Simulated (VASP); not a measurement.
# ZnSe in VASP: one cell, several levels of theory

What does VASP give for ZnSe in the zincblende structure, under +4.0 % biaxial strain in x and y, free along z, the cell held fixed? Runs: PBE, r2SCAN. The results are then set beside those of Ansatz 0.2.0 for the same cell.

Code: VASP 6.6.1. PAW datasets, plane waves. Calculated at 0 K for a non-magnetic cell.

**1. The cell**

The cell comes from an earlier relaxation with r2SCAN in another program, then strained, with the atoms relaxed again.

The symmetry is I-4m2 (No. 119, tetragonal); conventional cell a = 4.166 Å, c = 5.387 Å, 23.37 Å³ an atom. Zn has 4 Se at 2.48 Å; Se has 4 Zn at 2.48 Å.

As a file:

Space group I-4m2 (No. 119). a = 4.166 Å, b = 4.166 Å, c = 5.387 Å, α = 90.00°, β = 90.00°, γ = 90.00°
| atom | site | symmetry | x | y | z |
| --- | --- | --- | --- | --- | --- |
| Zn | 2a | -4m2 | 0.0000 | 0.0000 | 0.0000 |
| Se | 2c | -4m2 | 0.0000 | 0.5000 | 0.2500 |

**2. PBE**

Contents of INCAR:

```
ENCUT = 520.000000
SIGMA = 0.020000
EDIFF = 1.00e-07
GGA = PE
PREC = Accurate
IBRION = -1
ISIF = 2
ISMEAR = -1
NBANDS = 16
NELM = 120
NSW = 0
LASPH = .TRUE.
LCHARG = .TRUE.
LELF = .TRUE.
LWAVE = .FALSE.
LREAL = .FALSE.
```

Contents of KPOINTS:

```
KPOINTS created by Atomic Simulation Environment
0
Gamma
8 8 8
0 0 0
```

Contents of KPOINTS_OPT:

```
special points
6
Reciprocal
0.0000000000 0.0000000000 0.0000000000 1
-0.5000000000 -0.5000000000 0.0000000000 1
-0.3750000000 -0.3750000000 0.2500000000 1
-0.3750000000 0.0000000000 0.3750000000 1
0.0000000000 0.0000000000 0.5000000000 1
-0.5000000000 -0.2500000000 0.2500000000 1
```

Contents of POSCAR:

```
Zn Se
 1.0000000000000000
     0.0000000000000000    2.9457175117999999    2.6936900735000000
     2.9457175117999999    0.0000000000000000    2.6936900735000000
     2.9457175117999999    2.9457175117999999    0.0000000000000000
 Zn  Se
   1   1
Cartesian
  0.0000000000000000  0.0000000000000000  0.0000000000000000
  1.4728587558999999  1.4728587558999999  1.3468450367500002
```

The run uses the recommended PBE PAW datasets (18 valence electrons a neutral cell).

Command:

```console
$ mpirun -np 1 vasp_std
```

**3. Single point with r2SCAN**

Contents of INCAR:

```
ENCUT = 520.000000
SIGMA = 0.010000
EDIFF = 1.00e-07
ALGO = Normal
METAGGA = R2SCAN
PREC = Accurate
IBRION = -1
ISIF = 2
ISMEAR = 0
NBANDS = 16
NELM = 120
NSW = 0
LASPH = .TRUE.
LCHARG = .FALSE.
LWAVE = .FALSE.
LREAL = .FALSE.
```

KPOINTS is that of step 2.

KPOINTS_OPT is that of step 2.

POSCAR is that of step 2.

What does the calculation give? Wanted: for each run, gap; pressure; Ansatz: gap; Ansatz: pressure.

As calculated:

| level | gap (eV) | pressure (GPa) | Ansatz: gap (eV) | Ansatz: pressure (GPa) |
| --- | --- | --- | --- | --- |
| PBE | 0.98 | 0.51 | 0.98 | 0.28 |
| r2SCAN | 1.54 | -1.79 | 1.54 | -1.87 |

The gap spans 0.98 eV (PBE) to 1.54 eV (r2SCAN). The pressure is highest with PBE (0.5 GPa) and lowest with r2SCAN (-1.8 GPa), which orders the cells that they would relax to. The two programs agree on the gap within 0.01 eV, far less than the spread between functionals. The two codes have different PAW datasets and cutoffs. VASP's cell holds 18 valence electrons and Ansatz's 28.
